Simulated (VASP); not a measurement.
# TaC (Fm-3m) in VASP: settings compared

The runs below take TaC through single point, with PBEsol, r2SCAN.

All numbers are computed with VASP 6.6.1; they aren't measurements. Logs are shortened: lines on timing, memory, paths and dates and some standing lists are left out, and cuts for length are marked.

## (1) Starting point

The structure is cubic, space group Fm-3m (No. 225). The conventional cell has a = 4.443 Å, b = 4.443 Å, c = 4.443 Å, α = 90.00°, β = 90.00°, γ = 90.00°. Ta (site symmetry m-3m) has 6 C at 2.22 Å as nearest neighbours. C (site symmetry m-3m) is surrounded by 6 Ta at 2.22 Å.

The cell is a database's computed one.

## (2) Single point, PBEsol

Contents of INCAR:

```
PREC = Accurate
ENCUT = 520
EDIFF = 1E-6
ISMEAR = 0
SIGMA = 0.5
LREAL = F
LASPH = T
NELM = 80
ALGO = Normal
ISIF = 2
LWAVE = F
LCHARG = F
GGA = PS
NBANDS = 14
```

Contents of KPOINTS:

```
regular mesh
0
Gamma
  16 16 16
```

Contents of POSCAR:

```
TaC
1.0
    0.0000000000      2.2213700000      2.2213700000
    2.2213700000      0.0000000000      2.2213700000
    2.2213700000      2.2213700000      0.0000000000
Ta C
1 1
Direct
    1.0000000000      1.0000000000      1.0000000000
    0.5000000000      0.5000000000      0.5000000000
```

Potentials or basis: VASP PAW PBE potentials, release 64 (Ta_pv, C).

Run with:

```sh
cat potpaw_PBE.64/Ta_pv/POTCAR potpaw_PBE.64/C/POTCAR > POTCAR
mpirun -np 1 vasp_std > vasp.out
```

OUTCAR:

```text
PREC = Accurate
   ENCUT = 520
   EDIFF = 1E-6
   ISMEAR = 0
   LREAL = F
   LASPH = T
   NELM = 80
   ISIF = 2
   GGA = PS

 ion  position               nearest neighbor table
   1  0.000  0.000  0.000-   2 2.22   2 2.22   2 2.22   2 2.22   2 2.22   2 2.22
   2  0.500  0.500  0.500-   1 2.22   1 2.22   1 2.22   1 2.22   1 2.22   1 2.22

  LATTYP: Found a face centered cubic cell.
 ALAT       =     4.4427400000

  Lattice vectors:

 A1 = (   0.0000000000,   2.2213700000,   2.2213700000)
 A2 = (   2.2213700000,   0.0000000000,   2.2213700000)
 A3 = (   2.2213700000,   2.2213700000,   0.0000000000)

Analysis of symmetry for initial positions (statically):
=====================================================================
 Subroutine PRICEL returns:
 Original cell was already a primitive cell.

 Routine SETGRP: Setting up the symmetry group for a
 face centered cubic supercell.

 Subroutine GETGRP returns: Found 48 space group operations
 (whereof 48 operations were pure point group operations)
 out of a pool of 48 trial point group operations.

The static configuration has the point symmetry O_h .

Analysis of symmetry for dynamics (positions and initial velocities):
=====================================================================
 Subroutine PRICEL returns:
 Original cell was already a primitive cell.

 Routine SETGRP: Setting up the symmetry group for a
 face centered cubic supercell.

 Subroutine GETGRP returns: Found 48 space group operations
 (whereof 48 operations were pure point group operations)
 out of a pool of 48 trial point group operations.

The dynamic configuration has the point symmetry O_h .

 Subroutine INISYM returns: Found 48 space group operations
 (whereof 48 operations are pure point group operations),
 and found     1 'primitive' translations

----------------------------------------------------------------------------------------

                                     Primitive cell

  volume of cell :      21.9226

  direct lattice vectors                    reciprocal lattice vectors
     0.000000000  2.221370000  2.221370000    -0.225086321  0.225086321  0.225086321
     2.221370000  0.000000000  2.221370000     0.225086321 -0.225086321  0.225086321
     2.221370000  2.221370000  0.000000000     0.225086321  0.225086321 -0.225086321

  length of vectors
     3.141491581  3.141491581  3.141491581     0.389860943  0.389860943  0.389860943

  position of ions in fractional coordinates (direct lattice)
     0.000000000  0.000000000  0.000000000
     0.500000000  0.500000000  0.500000000

  ion indices of the primitive-cell ions
   primitive index   ion index
                 1           1
                 2           2

----------------------------------------------------------------------------------------

 KPOINTS: regular mesh

Automatic generation of k-mesh.
 Grid dimensions read from file:
 generate k-points for:   16   16   16

 Generating k-lattice:

  Cartesian coordinates                     Fractional coordinates (reciprocal lattice)
    -0.014067895  0.014067895  0.014067895     0.062500000  0.000000000  0.000000000
     0.014067895 -0.014067895  0.014067895     0.000000000  0.062500000  0.000000000
     0.014067895  0.014067895 -0.014067895     0.000000000  0.000000000  0.062500000

  Length of vectors
     0.024366309  0.024366309  0.024366309

  Shift w.r.t. Gamma in fractional coordinates (k-lattice)
     0.000000000  0.000000000  0.000000000

 Subroutine IBZKPT returns following result:
 ===========================================

 Found    145 irreducible k-points:

 Following reciprocal coordinates:
            Coordinates               Weight
  0.000000  0.000000  0.000000      1.000000
  0.062500  0.000000  0.000000      8.000000
  0.125000  0.000000  0.000000      8.000000
  0.187500  0.000000  0.000000      8.000000
  0.250000  0.000000  0.000000      8.000000
  0.312500  0.000000  0.000000      8.000000
[... 16 lines left out ...]
 -0.125000  0.062500  0.000000     24.000000
 -0.062500  0.062500  0.000000     12.000000
 [... further k-points ...]
   k-points           NKPTS =    145   k-points in BZ     NKDIM =    145   number of bands    NBANDS=     14
   number of dos      NEDOS =    301   number of ions     NIONS =      2
   total plane-waves  NPLWV =  13824
   dimension x,y,z NGX =    24 NGY =   24 NGZ =   24
   dimension x,y,z NGXF=    48 NGYF=   48 NGZF=   48
   ions per type =               1   1
   NGX,Y,Z   is equivalent  to a cutoff of  12.70, 12.70, 12.70 a.u.
   NGXF,Y,Z  is equivalent  to a cutoff of  25.40, 25.40, 25.40 a.u.
 SYSTEM =  unknown system
   PREC   = accura    normal or accurate (medium, high low for compatibility)
   ISTART =      0    job   : 0-new  1-cont  2-samecut
   ICHARG =      2    charge: 1-file 2-atom 10-const
   ISPIN  =      1    spin polarized calculation?
   LNONCOLLINEAR =      F non collinear calculations
   LSORBIT =      F    spin-orbit coupling
   LASPH  =      T    aspherical Exc in radial PAW
   ENCUT  =  520.0 eV  38.22 Ry    6.18 a.u.   5.84  5.84  5.84*2*pi/ulx,y,z
   NELM   =     80;   NELMIN=  2; NELMDL= -5     # of ELM steps
   EDIFF  = 0.1E-05   stopping-criterion for ELM
   LREAL  =      F    real-space projection
   EDIFFG = 0.1E-04   stopping-criterion for IOM
   NSW    =      0    number of steps for IOM
   IBRION =     -1    ionic relax: 0-MD 1-quasi-New 2-CG
   NFREE  =      0    steps in history (QN), initial steepest desc. (CG)
   ISIF   =      2    stress and relaxation
   ISYM   =      2    0-nonsym 1-usesym 2-fastsym
   POTIM  = 0.5000    time-step for ionic-motion
   TEBEG  =    0.0;   TEEND  =   0.0 temperature during run
   PSTRESS=    0.0 pullay stress
   NELECT =      15.0000    total number of electrons
   NUPDOWN=      -1.0000    fix difference up-down
   EMIN   =  10.00;   EMAX   =-10.00  energy-range for DOS
   EFERMI =   0.00;   METHOD = LEGACY
   ISMEAR =     0;   SIGMA  =   0.50  broadening in eV -4-tet -1-fermi 0-gaus
   EFERMI_NEDOS =   21; number of points for ismear=-14 and -15
   IALGO  =     38    algorithm
   IMIX   =      4    mixing-type and parameters
     AMIX     =   0.40;   BMIX     =  1.00
     AMIX_MAG =   1.60;   BMIX_MAG =  1.00
  volume/ion in A,a.u.               =      10.96        73.97
  Fermi-wavevector in a.u.,A,eV,Ry     =   1.442584  2.726088 28.314373  2.081048
  Thomas-Fermi vector in A             =   2.561087
   LORBIT       =      0    0 simple, 1 ext, 2 COOP (PROOUT), +10 PAW based schemes
   GGA     = PS    functional components
   LHFCALC =     F    Hartree Fock is set to
   AEXX    =    0.0000 exact exchange contribution
   IVDW    =     0    specifies the selected vdW correction
   LEPSILON=     F    determine dielectric tensor
   LRPA    =     F    only Hartree local field effects (RPA)
 non-spin polarized calculation
 Gauss-broadening in eV      SIGMA  =   0.50
  energy-cutoff  :      520.00
  volume of cell :       21.92
 maximum number of plane-waves:       609
   NGX = 11   NGY = 11   NGZ = 11

 number of electron      15.0000001 magnetization

 Free energy of the ion-electron system (eV)
  ---------------------------------------------------
  ext. energy  EPLUGINS =         0.00000000
  ---------------------------------------------------
  free energy    TOTEN  =       -23.56084672 eV

  energy without entropy =      -23.48352096  energy(sigma->0) =      -23.52218384

 E-fermi :   8.3181     XC(G=0): -13.3695

 val. band max:        8.2708854169   @ k =   0.4375   0.1875   0.0625
 cond. band min:       8.3200522497   @ k =   0.1250   0.0625   0.0000
 fundamental gap:      0.0491668327
 Fermi energy:         8.3181113945

 k-point     1 :       0.0000    0.0000    0.0000
  band No.  band energies     occupation
      1     -26.6389      2.00000
      2     -26.6389      2.00000
      3     -26.6389      2.00000
      4      -6.5213      2.00000
      5       6.9533      1.99989
      6       6.9533      1.99989
      7       6.9533      1.99989
      8       7.8817      1.78288
      9       7.8817      1.78288
     10       7.8817      1.78288
     11       8.9762      0.06269
     12       8.9762      0.06269
     13      15.0323      0.00000
     14      18.3429      0.00000

 k-point     2 :       0.0625    0.0000    0.0000
  band No.  band energies     occupation
      1     -26.6691      2.00000
      2     -26.6419      2.00000
      3     -26.6419      2.00000
      4      -6.4083      2.00000
      5       6.3651      2.00000
      6       6.7156      1.99999
      7       6.7156      1.99999
      8       7.4778      1.98254
      9       7.4778      1.98254
     10       8.2334      1.18931
     11       9.8410      0.00002
     12       9.8410      0.00002
     13      15.2484      0.00000
     14      18.6288      0.00000

 k-point     3 :       0.1250    0.0000    0.0000
  band No.  band energies     occupation
      1     -26.7543      2.00000
      2     -26.6505      2.00000
      3     -26.6505      2.00000
      4      -6.0785      2.00000
      5       5.3342      2.00000
      6       5.8489      2.00000
      7       5.8489      2.00000
      8       7.6342      1.94695
      9       7.6342      1.94695
     10       8.6481      0.35071
     11      11.2090      0.00000
     12      11.2090      0.00000
     13      15.8117      0.00000
     14      19.4211      0.00000
[... 324 lines left out ...]
 k-point    23 :      -0.1250    0.0625    0.0000
  band No.  band energies     occupation
      1     -26.8038      2.00000
      2     -26.6787      2.00000
      3     -26.6470      2.00000
      4      -5.8343      2.00000
      5       4.8096      2.00000
      6       5.2669      2.00000
      7       5.4272      2.00000
      8       7.4384      1.98716
      9       8.3864      0.84676
     10       9.0549      0.03716
     11      10.9792      0.00000
     12      12.5457      0.00000
     13      16.2311      0.00000
     14      19.9768      0.00000

 k-point    24 :      -0.0625    0.0625    0.0000
  band No.  band energies     occupation
      1     -26.7108      2.00000
      2     -26.6591      2.00000
      3     -26.6413      2.00000
      4      -6.2242      2.00000
      5       5.8610      2.00000
      6       6.0345      2.00000
      7       6.1899      2.00000
      8       7.1243      1.99927
      9       8.0532      1.54625
     10       8.6691      0.32089
     11       9.9767      0.00000
     12      11.1169      0.00000
     13      15.5955      0.00000
     14      19.0834      0.00000

 [... further k-points ...]
[... 5 lines left out ...]
  --------------------------------------------------------------------------------------
  -------------------------------------------------------------------------------------
  Total        0.0617698      0.0617698      0.0617698      0.0000000      0.0000000      0.0000000
  in kB        4.5143364      4.5143364      4.5143364      0.0000000      0.0000000      0.0000000
  external PRESSURE =       4.5143364 kB  Pullay stress =       0.0000000 kB

 VOLUME and BASIS-vectors are now :
 -----------------------------------------------------------------------------
  energy-cutoff  :      520.00
  volume of cell :       21.92
      direct lattice vectors                 reciprocal lattice vectors
     0.000000000  2.221370000  2.221370000    -0.225086321  0.225086321  0.225086321
     2.221370000  0.000000000  2.221370000     0.225086321 -0.225086321  0.225086321
     2.221370000  2.221370000  0.000000000     0.225086321  0.225086321 -0.225086321

 POSITION                                       TOTAL-FORCE (eV/Angst)
 -----------------------------------------------------------------------------------
      0.00000      0.00000      0.00000        -0.000000      0.000000      0.000000
      2.22137      2.22137      2.22137         0.000000     -0.000000     -0.000000
 -----------------------------------------------------------------------------------
    total drift:                                0.000000     -0.000000     -0.000000

  FREE ENERGIE OF THE ION-ELECTRON SYSTEM (eV)
  ---------------------------------------------------
  free  energy   TOTEN  =       -23.5608467222 eV

  energy  without entropy=      -23.4835209635  energy(sigma->0) =      -23.52218384
```

Run time: 18 s. Hardware: 1 thread of Intel Xeon 6975P-C (Granite Rapids), shared host; peak memory 0.17 GiB.

Results:

```yaml
Free_energy: -23.5608 eV
Pressure: 0.5 GPa
Band_gap_on_the_k_mesh: none (metal or under the smearing width)
```

Levels at points of the mesh, in eV from the Fermi level:
```tsv
k point	band 5	band 6	band 7	band 8	band 9	band 10	band 11	band 12
(0.00, 0.00, 0.00)	-1.36	-1.36	-1.36	-0.44	-0.44	-0.44	0.66	0.66
(0.50, 0.00, 0.00)	-8.81	-5.52	-5.52	2.76	2.76	3.76	5.42	10.11
(0.50, 0.50, 0.00)	-4.62	-4.60	-1.73	-1.73	2.65	4.16	4.16	6.95
```

Caveat: the PAW data sets were made with another functional, which shifts forces and pressure a little. Spin-orbit coupling is left out, which matters for the levels of Ta.

## (3) Single point, PBEsol

INCAR: that of step 2 with these lines changed.

```diff
@@ -1,6 +1,6 @@
 PREC = Accurate
-ENCUT = 520
+ENCUT = 900
 EDIFF = 1E-6
 ISMEAR = 0
-SIGMA = 0.5
+SIGMA = 0.1
 LREAL = F
```

KPOINTS is that of step 2.

POSCAR is that of step 2.

Potentials or basis: VASP PAW PBE potentials, release 64 (Ta_pv, C_h).

Run with:

```sh
cat potpaw_PBE.64/Ta_pv/POTCAR potpaw_PBE.64/C_h/POTCAR > POTCAR
mpirun -np 1 vasp_std > vasp.out
```

Run time: 38 s. Hardware: 1 thread of Intel Xeon 6975P-C (Granite Rapids), shared host; peak memory 0.25 GiB.

It converged, with:

- Free energy: -23.5339 eV
- Pressure: 0.0 GPa
- Band gap on the k mesh: none (metal or under the smearing width)

Levels at points of the mesh, in eV from the Fermi level:
```tsv
k point	band 6	band 7	band 8	band 9	band 10	band 11
(0.00, 0.00, 0.00)	-1.35	-1.35	-0.41	-0.41	-0.41	0.68
(0.50, 0.00, 0.00)	-5.50	-5.50	2.78	2.78	3.78	5.45
(0.50, 0.50, 0.00)	-4.58	-1.70	-1.70	2.67	4.18	4.18
```

Caveat: the cutoff is under 1.25 times the usual one of these potentials, so pressure, stress and relaxed cells hold a basis-set (Pulay) error; the PAW data sets were made with another functional, which shifts forces and pressure a little. Spin-orbit coupling is left out, which matters for the levels of Ta.

## (4) Single point, r2SCAN

Contents of INCAR:

```
PREC = Accurate
ENCUT = 520
EDIFF = 1E-6
ISMEAR = 0
SIGMA = 0.1
LREAL = F
LASPH = T
NELM = 80
ALGO = Normal
ISIF = 2
LWAVE = F
LCHARG = F
METAGGA = R2SCAN
LMIXTAU = T
NBANDS = 14
```

KPOINTS is that of step 3.

POSCAR is that of step 3.

Potentials or basis: VASP PAW PBE potentials, release 64 (Ta_pv, C).

Run with:

```sh
cat potpaw_PBE.64/Ta_pv/POTCAR potpaw_PBE.64/C/POTCAR > POTCAR
mpirun -np 1 vasp_std > vasp.out
```

OUTCAR:

```text
PREC = Accurate
   ENCUT = 520
   EDIFF = 1E-6
   ISMEAR = 0
   LREAL = F
   LASPH = T
   NELM = 80
   ISIF = 2
   METAGGA = R2SCAN

 ion  position               nearest neighbor table
   1  0.000  0.000  0.000-   2 2.22   2 2.22   2 2.22   2 2.22   2 2.22   2 2.22
   2  0.500  0.500  0.500-   1 2.22   1 2.22   1 2.22   1 2.22   1 2.22   1 2.22

  LATTYP: Found a face centered cubic cell.
 ALAT       =     4.4427400000

  Lattice vectors:

 A1 = (   0.0000000000,   2.2213700000,   2.2213700000)
 A2 = (   2.2213700000,   0.0000000000,   2.2213700000)
 A3 = (   2.2213700000,   2.2213700000,   0.0000000000)

Analysis of symmetry for initial positions (statically):
=====================================================================
 Subroutine PRICEL returns:
 Original cell was already a primitive cell.

 Routine SETGRP: Setting up the symmetry group for a
 face centered cubic supercell.

 Subroutine GETGRP returns: Found 48 space group operations
 (whereof 48 operations were pure point group operations)
 out of a pool of 48 trial point group operations.

[... 167 lines left out ...]
 fundamental gap:      0.0818906542
 Fermi energy:         8.5232520698

 k-point     1 :       0.0000    0.0000    0.0000
  band No.  band energies     occupation
      1     -27.8669      2.00000
      2     -27.8669      2.00000
      3     -27.8669      2.00000
      4      -7.2660      2.00000
      5       7.1743      2.00000
      6       7.1743      2.00000
      7       7.1743      2.00000
      8       7.9263      2.00000
      9       7.9264      2.00000
     10       7.9264      2.00000
     11       9.1538      0.00000
     12       9.1538      0.00000
     13      15.7047      0.00000
     14      18.7009      0.00000
[... 377 lines left out ...]
      1     -27.9411      2.00000
      2     -27.8876      2.00000
      3     -27.8690      2.00000
      4      -6.9625      2.00000
      5       5.8899      2.00000
      6       6.1464      2.00000
      7       6.1842      2.00000
      8       7.3516      2.00000
      9       8.2542      1.99986
     10       8.8278      0.00002
     11      10.1865      0.00000
     12      11.3645      0.00000
     13      16.3033      0.00000
     14      18.7012      0.00000

 [... further k-points ...]
[... 5 lines left out ...]
  --------------------------------------------------------------------------------------
  -------------------------------------------------------------------------------------
  Total        0.8034803      0.8034803      0.8034803      0.0000000      0.0000000      0.0000000
  in kB       58.7209520     58.7209520     58.7209520      0.0000000      0.0000000      0.0000000
  external PRESSURE =      58.7209520 kB  Pullay stress =       0.0000000 kB

 VOLUME and BASIS-vectors are now :
 -----------------------------------------------------------------------------
  energy-cutoff  :      520.00
  volume of cell :       21.92
      direct lattice vectors                 reciprocal lattice vectors
     0.000000000  2.221370000  2.221370000    -0.225086321  0.225086321  0.225086321
     2.221370000  0.000000000  2.221370000     0.225086321 -0.225086321  0.225086321
     2.221370000  2.221370000  0.000000000     0.225086321  0.225086321 -0.225086321

 POSITION                                       TOTAL-FORCE (eV/Angst)
 -----------------------------------------------------------------------------------
      0.00000      0.00000      0.00000         0.000000     -0.000000     -0.000000
      2.22137      2.22137      2.22137         0.000000      0.000000      0.000000
 -----------------------------------------------------------------------------------
    total drift:                                0.000000     -0.000000     -0.000000

  FREE ENERGIE OF THE ION-ELECTRON SYSTEM (eV)
  ---------------------------------------------------
  free  energy   TOTEN  =       -59.8570618557 eV

  energy  without entropy=      -59.8552802396  energy(sigma->0) =      -59.85617105
```

Wall time 81 s (1 thread of Intel Xeon 6975P-C (Granite Rapids), shared host); peak memory 0.18 GiB.

Results:

| Property | Result |
| --- | --- |
| Free energy | -59.8571 eV |
| Pressure | 5.9 GPa |
| Band gap on the k mesh | none (metal or under the smearing width) |

Caveat: the PAW data sets were made with another functional, which shifts forces and pressure a little.

## (5) Summary

| level | potentials or basis | cutoff (eV) | smearing | gap on the mesh (eV) | pressure (GPa) |
| --- | --- | --- | --- | --- | --- |
| PBEsol | VASP PAW PBE potentials, release 64 (Ta_pv, C) | 520 | gaussian 0.5 eV | none | 0.5 |
| PBEsol | VASP PAW PBE potentials, release 64 (Ta_pv, C_h) | 900 | gaussian 0.1 eV | none | 0.0 |
| r2SCAN | VASP PAW PBE potentials, release 64 (Ta_pv, C) | 520 | gaussian 0.1 eV | none | 5.9 |

Alike in all rows: task single point; no spin polarisation; cell as given; k mesh 16 × 16 × 16.

Caveats: the PAW data sets were made with another functional, which shifts forces and pressure a little; the cutoff is under 1.25 times the usual one of these potentials, so pressure, stress and relaxed cells hold a basis-set (Pulay) error (some runs).

Absolute energies hang on the potentials; compare differences alone.
